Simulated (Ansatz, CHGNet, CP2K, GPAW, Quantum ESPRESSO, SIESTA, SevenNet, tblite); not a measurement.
# GPAW runs on generalised stacking fault on (111) (glide set) of a GaP-AlP solid solution (72 atoms), part 2 of 2

How do the settings of GPAW change the result for generalised stacking fault on (111) (glide set) of a GaP-AlP solid solution (72 atoms)? A plane-wave run serves as the yardstick.

Program: GPAW 26.7.0; the method stands at each step. Banners, paths, timers and routine set-up lines are dropped from the logs unmarked, and long logs keep their key lines alone; longer cuts are marked.

So far, spacing of highest filled and lowest empty level: step 2 (PBE, LCAO dzp, h 0.2 Å) 0.447; step 4 (PBE, LCAO dzp, h 0.2 Å, other mixer settings) 0.448.

## Step 5: PBE, LCAO szp(dzp), h 0.2 Å

Method: Kohn-Sham DFT, PBE, PAW, atomic orbitals (szp(dzp)).

Input file run.py:

```python
import numpy as np
from ase.io import read
from gpaw import GPAW, FermiDirac

atoms = read("structure.xyz")
atoms.calc = GPAW(
    mode="lcao",
    basis="szp(dzp)",
    h=0.2,
    xc="PBE",
    kpts={"size": (1, 1, 1), "gamma": True},
    occupations=FermiDirac(0.05),
    maxiter=200,
    symmetry={"point_group": False},
    txt="gpaw.txt",
)
energy = atoms.get_potential_energy(force_consistent=True)
forces = atoms.get_forces()
print(f"energy {energy:.6f} eV")
print("forces (eV/A)")
for i, (a, f) in enumerate(zip(atoms, forces)):
    print(f"{i:4d} {a.symbol:2s} {f[0]:10.5f} {f[1]:10.5f} {f[2]:10.5f}")
print(f"Fermi level {atoms.calc.get_fermi_level():.4f} eV")
for k in range(len(atoms.calc.get_ibz_k_points())):
    for s in range(atoms.calc.get_number_of_spins()):
        e = atoms.calc.get_eigenvalues(kpt=k, spin=s)
        n = np.searchsorted(e, atoms.calc.get_fermi_level())
        print(f"k {k} spin {s} levels about the Fermi level:", np.round(e[max(n - 6, 0):n], 4).tolist(), "|", np.round(e[n:n + 6], 4).tolist())
```

Input file structure.xyz:

```xyz
72
Lattice="6.68331 0.00000 0.00000 0.00000 11.57583 0.00000 1.11391 0.00000 19.10326" Properties=species:S:1:pos:R:3 pbc="T T T"
[... 72 atom lines left out: the same atoms as in the first run ...]
```

On the command line:

```console
OMP_NUM_THREADS=1 python run.py > output.txt
```

The program printed:

```text
energy -317.591164 eV
forces (eV/A)
   0 Al   -0.08422   -0.79808    1.44252
   1 P    -0.08667    0.24908   -0.27732
   2 Ga   -0.38551   -0.03953    0.50886
   3 P    -0.47181    0.08675   -0.30344
   4 Ga   -0.06251   -0.28413    1.81768
   5 P     0.85423   -0.08658   -0.60981
[...]
69 P    -0.04144   -1.37307   -1.50078
  70 Al   -0.23395   -0.34036    0.26100
  71 P     0.10048    2.37462   -3.14765
Fermi level 5.8877 eV
k 0 spin 0 levels about the Fermi level: [4.1986, 4.2396, 4.242, 4.8701, 4.9413, 5.6226] | [6.1534, 6.3873, 6.4679, 6.5129, 6.5897, 6.7609]
```

gpaw.txt:

```text
Input parameters:
  mode=LCAO(),
  basis={'default': 'szp(dzp)'},
  h=0.2,
  kpts=MonkhorstPack(size=(1, 1, 1), gamma=True),
  maxiter=200,
  occupations=Occupations(name='fermi-dirac', width=0.05, fixmagmom=False),
[... lines left out ...]
  Fermi-Dirac:
[... lines left out ...]
convergence criteria:
- Maximum [total energy] change in last 3 cyles: 0.0005 eV / valence electron
[... lines left out ...]
Converged in 14 steps
[... lines left out ...]
  Free energy:    -317.591164
[... lines left out ...]
Fermi level: 5.888
[... lines left out ...]
|        ... |               |           |
|        176 |         8.485 |     0.000 |
Gap: 0.531 eV
Transition (v -> c):
  (s=0, k=0, n=143, [0.00, 0.00, 0.00]) -> (s=0, k=0, n=144, [0.00, 0.00, 0.00])
No difference between direct/indirect transitions
Force computation time: 26.519  # s
timing:  # [seconds]
  Total:  196.426  # ━━━━━━━━━━━━━━━━━━━━━━━━━━━━━━━━━━━━━━━━━━━━━━━━━━━━━━━━
  Init:     8.557  # ━━╸
  SCF:    161.324  # ━━━━━━━━━━━━━━━━━━━━━━━━━━━━━━━━━━━━━━━━━━━━━━
  Forces:  26.519  # ━━━━━━━╸
```

Run time: 3.3 min. Hardware: 1 thread of Arm Neoverse V1, shared host; peak memory 1.5 GiB.

Compared with the plane-wave run:

```yaml
r_m_s_force_component: 0.6304 eV/Å
r_m_s_difference_of_force_components: 154.6 meV/Å
longest_difference_of_force_vectors: 874.9 meV/Å
force_difference_over_r_m_s_force: 30.2 %
slope_of_forces_against_the_reference_s: 1.212
correlation_of_force_components: 0.9847
spacing_of_highest_filled_and_lowest_empty_level: 0.5308 eV
gap_difference: 0.0817 eV
```

This is a coarse setting, run to see what it loses.

Against the first run (25 %), the force difference from the reference is 30 %, at 0.77 times the CPU time, with 648 basis functions against 936: the smaller basis costs accuracy.

## Step 6: All runs compared

Differences are against the plane-wave reference, forces as r.m.s. over components; share is that over the reference's r.m.s. force, slope the least-squares factor from reference forces to these. Total energies of different programs have different zeros and aren't compared.

| run | Δ force, r.m.s. (meV/Å) | share (%) | slope | Δ gap (eV) | cores | CPU time | memory (GiB) |
| --- | --- | --- | --- | --- | --- | --- | --- |
| reference | - | - | - | - | 4 | 50 min | 5.5 |
| GPAW PBE, LCAO dzp, h 0.2 Å | 126 | 24.6 | 1.161 | -0.002 | 1 | 4.3 min | 1.5 |
| GPAW PBE, LCAO sz(dzp), h 0.2 Å (coarse) | 175 | 34.2 | 1.297 | 0.469 | 1 | 63 s | 1.1 |
| GPAW PBE, LCAO dzp, h 0.2 Å, other mixer settings | 126 | 24.6 | 1.161 | -0.0014 | 1 | 5.8 min | 1.5 |
| GPAW PBE, LCAO szp(dzp), h 0.2 Å (coarse) | 155 | 30.2 | 1.212 | 0.0817 | 1 | 3.3 min | 1.5 |

Rows marked coarse were listed beforehand as settings not expected to be converged; some can still land near the reference.

CPU time is summed over cores on a shared host, where runs went side by side, so it is rough. Symmetry, cutoffs, thresholds, outputs and thread counts weren't matched or tuned between programs; memory under MPI is the largest rank's times the ranks.

Within one program, basis, potentials and functional, energies share a zero. Each run against its twin at the usual cutoff or grid and solver:

| run | twin | Δ energy (meV/atom) | Δ force, r.m.s. (meV/Å) | CPU time over the twin's |
| --- | --- | --- | --- | --- |
| GPAW PBE, LCAO dzp, h 0.2 Å, other mixer settings | LCAO dzp, h 0.2 Å | 1.0e-4 | 1.95 | 1.3 |

## Step 7: What came out

```
nearest in forces : a tie at 25 % of 2 runs: GPAW PBE, LCAO dzp, h 0.2 Å; GPAW PBE, LCAO dzp, h 0.2 Å, other mixer settings
```

What this shows: The PBE runs in local orbitals, coarse settings apart, differ by 25 % in each run; basis, grid and potentials can all enter. Runs with settings chosen to be coarse differ by 30 % (GPAW PBE, LCAO szp(dzp), h 0.2 Å) to 34 % (GPAW PBE, LCAO sz(dzp), h 0.2 Å), their programs' other errors included. Of the electronic-structure runs that take under half the reference's CPU time, GPAW PBE, LCAO dzp, h 0.2 Å, other mixer settings is among the nearest, at 25 % in 5.8 min against 50 min. GPAW PBE, LCAO sz(dzp), h 0.2 Å stiffens the forces by a factor of 1.30 while following their directions (correlation 0.992); the slopes of the 4 GPAW runs lie between 1.16 and 1.30. At the same functional, gaps differ from the reference's 0.449 eV by between -0.00 and +0.47 eV. These are spacings on the run's k-points, which needn't hold the band edges. The potentials hold different valence shells: 468 electrons in the reference, 288 in GPAW; this bears on time and differences. GPAW's setups keep the filled d shell of Ga in the core. GPAW's Ga setup keeps the 3d shell in the core. The reference's stress is far from hydrostatic: its diagonal is -2.8, 10.0, 1.7 GPa, compression counted positive. The host structure and its lattice constant were typed by rule, without a check against the phase diagram. The reference's pressure of 3.0 GPa belongs to a cell and atoms that aren't relaxed at this level. The electronic-structure runs sample only Γ, in a cell whose shortest periodic width is 7 Å.

[Also dropped from logs without a mark: logging warnings of Python, and SIESTA's first energy breakdown and zero terms.]

[Logs are printed without paths, hosts, clocks, repeated set-up lines and the standing remarks that a program may print on its own settings, such as how far it seeks lower states.]

[Hosts, paths, dates, database ids (printed as entryN), source tags and the programs' standing remarks are cut or masked in the printed files.]
